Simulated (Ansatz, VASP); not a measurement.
## Mo: VASP beside Ansatz

The input POSCAR:

```
Mo
1.0
   -1.5838089700      1.5838089700      1.5838089700
    1.5838089700     -1.5838089700      1.5838089700
    1.5838089700      1.5838089700     -1.5838089700
Mo
1
Direct
    0.0000000000      0.0000000000      0.0000000000
```

INCAR.step1

```
SYSTEM = Mo
  ALGO = Normal
  EDIFF = 1E-4
  ENCUT = 520
  GGA = PE
  ISMEAR = 0
  LASPH = .TRUE.
  LCHARG = .FALSE.
  LREAL = .FALSE.
  LWAVE = .TRUE.
  NBANDS = 13
  NELM = 60
  PREC = Accurate
  SIGMA = 0.1
```

Contents of INCAR.step2:

```
SYSTEM = Mo
  ALGO = Normal
  EDIFF = 1E-6
  ENCUT = 520
  ISIF = 2
  ISMEAR = 0
  ISTART = 1
  LASPH = .TRUE.
  LCHARG = .FALSE.
  LMIXTAU = .TRUE.
  LREAL = .FALSE.
  LWAVE = .FALSE.
  METAGGA = R2SCAN
  NBANDS = 13
  NELM = 60
  PREC = Accurate
  SIGMA = 0.1
```

File KPOINTS:

```
k-points
0
G
  8 8 8
  0 0 0
```

Input for Ansatz:

```yaml
crystal:
  lattice:
    - [-1.58380897, 1.58380897, 1.58380897]
    - [1.58380897, -1.58380897, 1.58380897]
    - [1.58380897, 1.58380897, -1.58380897]
  atoms:
    - { symbol: Mo, position: [0.0, 0.0, 0.0] }
basis:
  ecutwfc: 500
kpoints:
  mp_grid: { grid: [8, 8, 8] }
hamiltonian:
  xc: r2scan
  pseudopotentials: { kind: paw, azcp: { folder: soft_1 } }
scf:
  occupations: { method: gaussian, width: 0.1 }
output:
  forces: true
  stress: true
  eigenvalues: true
```

Alike in both runs: task single point; functional r2SCAN; k mesh 8 × 8 × 8; occupations gaussian, width 0.1 eV; no spin polarisation.

|  | VASP | Ansatz |
| --- | --- | --- |
| version | VASP 6.6.1 | Ansatz 0.2.0 |
| potentials or method | VASP PAW PBE potentials, release 64 (Mo_sv) | scalar-relativistic, plane waves, PAW |
| plane-wave cutoff (eV) | 520 | 500 |
| valence electrons in the cell | 14 | 14 |

```csv
,VASP,Ansatz,Ansatz less VASP
gap on the k mesh at the Fermi level (eV),none,none,-
pressure (GPa),-2.1,-3.1,-1.01
```

A gap of «none» marks a metal or a gap that the smearing closes. With one functional, cell and mesh, what is left measures potentials, basis and numerics.

Caveats: the PAW data sets were made with another functional, which shifts forces and pressure a little (VASP).
